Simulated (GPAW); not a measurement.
Runs of GPAW 26.7.0 on Ti. Symmetry: Im-3m, No. 229, cubic system. The conventional cell has a = 3.282 Å, b = 3.282 Å, c = 3.282 Å, α = 90.00°, β = 90.00°, γ = 90.00°. Ti (site symmetry m-3m) has 8 Ti at 2.84 Å as nearest neighbours. This isn't the form of Ti at room conditions, which is hcp.

```tsv
task	level	potentials or basis	U	cell	k mesh	cutoff (eV)	smearing	maxiter	hybrids on these orbitals	eigensolver	band path	band points	mesh quality	gap on the mesh (eV)	pressure (GPa)	relaxed volume (Å³/atom)
single point	HSE06	GPAW PAW data sets (gpaw-data 1.2.1), pw	-	as given	5 × 5 × 5	450	fermi-dirac 0.05 eV	60	-	-	-	-	coarse	none	-	-
one-shot levels on a semilocal density	LDA	the program's PAW data sets (release 1.2.1) made for this functional, pw	-	as given	7 × 7 × 7	500	fermi-dirac 0.05 eV	150	["HSE06", "PBE0", "EXX"]	-	-	-	coarse	none	-9.9	-
band structure	BLYP	PAW data sets generated in the run's folder for this functional, pw	-	as given	11 × 11 × 11	600	fermi-dirac 0.05 eV	150	-	davidson	GHNGPH,PN	80	not flagged	-	(a)	-
relaxation of cell and atoms	PBEsol+D3	PAW data sets generated in the run's folder for this functional, pw	-	relaxed	11 × 11 × 11	600	fermi-dirac 0.05 eV	150	-	-	-	-	not flagged	none	0.0	15.75
single point	PBEsol	PAW data sets generated in the run's folder for this functional, pw	-	as given	11 × 11 × 11	600	fermi-dirac 0.05 eV	150	-	-	-	-	not flagged	none	-7.2	-
single point	LDA	the program's PAW data sets (release 1.2.1) made for this functional, pw	-	as given	11 × 11 × 11	600	gaussian 0.05 eV	150	-	-	-	-	not flagged	none	-11.7	-
relaxation of cell and atoms	BLYP	PAW data sets generated in the run's folder for this functional, pw	-	relaxed	11 × 11 × 11	600	fermi-dirac 0.05 eV	150	-	davidson	-	-	not flagged	none	0.0	(b)
```

Alike in all rows: no spin polarisation.

Task: Fill in the values left out.

Result: (a) -0.9; (b) 17.52.

Caveats: some runs use coarse meshes; later steps reuse the first step's grids (some runs); the PAW data sets were made with another functional, which shifts forces and pressure a little (some runs); the cutoff is short for stress and forces, so pressures can be off by a GPa or more (some runs); one-shot exact exchange on a metal's smeared states is rough (some runs); pairwise dispersion overbinds metals, which lowers pressure and volume (some runs).

A k mesh can miss the band edges.

A gap of «none» marks a metal or a gap under the smearing width.

Not every run made on this cell is shown here.
